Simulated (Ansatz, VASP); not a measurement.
**Pb: VASP beside Ansatz**

```
CELL_PARAMETERS angstrom
-1.97966 1.97966 1.97966
1.97966 -1.97966 1.97966
1.97966 1.97966 -1.97966
ATOMIC_POSITIONS crystal
Pb 0.00000 0.00000 0.00000
```

Alike in both runs: functional PBEsol; k mesh 7 × 7 × 7; occupations fermi-dirac, width 0.05 eV; no spin polarisation.

|  | VASP | Ansatz |
| --- | --- | --- |
| version | VASP 6.6.1 | Ansatz 0.2.0 |
| potentials or method | VASP PAW PBE potentials, release 64 (Pb_d), cutoff 520 eV | all-electron LAPW, scalar-relativistic |
| task | single point | band structure |

```tsv
	VASP	Ansatz	Ansatz less VASP
gap on the k mesh at the Fermi level (eV)	none	none	-
pressure (GPa)	-2.2	-2.2	+0.04
```

A gap of «none» marks a metal or a gap that the smearing closes. Ansatz ran all-electron here, so the differences hold the error of VASP's frozen core and of both bases.

Caveats: the PAW data sets were made with another functional, which shifts forces and pressure a little (VASP); the k mesh is thin for a metal, which can move the energy by tens of meV per atom (Ansatz); spin-orbit coupling is left out, which moves the levels of the heavy elements (Ansatz). The runs have no spin-orbit coupling, so splittings on Pb are missing.
